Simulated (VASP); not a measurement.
Set up this calculation in VASP 6.6.1, as the native input.

* Task: single point
* Functional: PBE
* Potentials or basis: VASP PAW PBE potentials, release 64 (Cu, O)
* Cutoff: 520 eV
* k mesh: 8 × 8 × 8
* Occupations: gaussian, width 0.02 eV
* Spin: no spin polarisation
* Further INCAR settings: ALGO = Normal; EDIFF = 1e-07

The structure of Cu2O lies in POSCAR:

```
Cu2O                                    
1.0
    4.4111288963      0.0000000000      0.0000000000
    0.0000000000      4.4111288963      0.0000000000
    0.0000000000      0.0000000000      4.4111288963
  Cu              O             
     4     2
Direct
     0.2500000000000000    0.2500000000000000    0.2500000000000000
     0.2500000000000000    0.7500000000000000    0.7500000000000000
     0.7500000000000000    0.7500000000000000    0.2500000000000000
     0.7500000000000000    0.2500000000000000    0.7500000000000000
     0.0000000000000000    0.0000000000000000    0.0000000000000000
     0.5000000000000000    0.5000000000000000    0.5000000000000000
```

The cell isn't the ideal one: a relaxed cell with its volume scaled by 1.06.

The input as run:

INCAR

```
PREC     = Accurate       # precision mode
ENCUT    = 520            # plane-wave cutoff, eV
EDIFF    = 1E-7           # SCF threshold, eV
ISMEAR   = 0              # smearing method
SIGMA    = 0.02           # smearing width, eV
LREAL    = False          # projectors in reciprocal space
LASPH    = True           # aspherical terms in the spheres
NELM     = 60             # most SCF steps
ALGO     = Normal         # electronic algorithm
ISIF     = 2              # what is computed and relaxed
LWAVE    = False          # write WAVECAR
LCHARG   = False          # write CHGCAR
GGA      = PE             # functional
KPAR     = 8
```

KPOINTS

```
Automatic mesh
0
Gamma
  8 8 8
```

Potentials or basis: VASP PAW PBE potentials, release 64 (Cu, O).

The run is started by

```console
$ cat potpaw_PBE.64/Cu/POTCAR potpaw_PBE.64/O/POTCAR > POTCAR
$ mpirun -np 8 vasp_std > vasp.out
```

It gave:

The pressure is -6.7 GPa and the band gap on the k mesh is 0.33 eV, direct.

Run time: 36 s on 8 MPI ranks on Intel(R) Xeon(R) Platinum 8175M CPU @ 2.50GHz (Skylake/Cascade Lake), on a shared host, peak memory 0.26 GiB a rank.
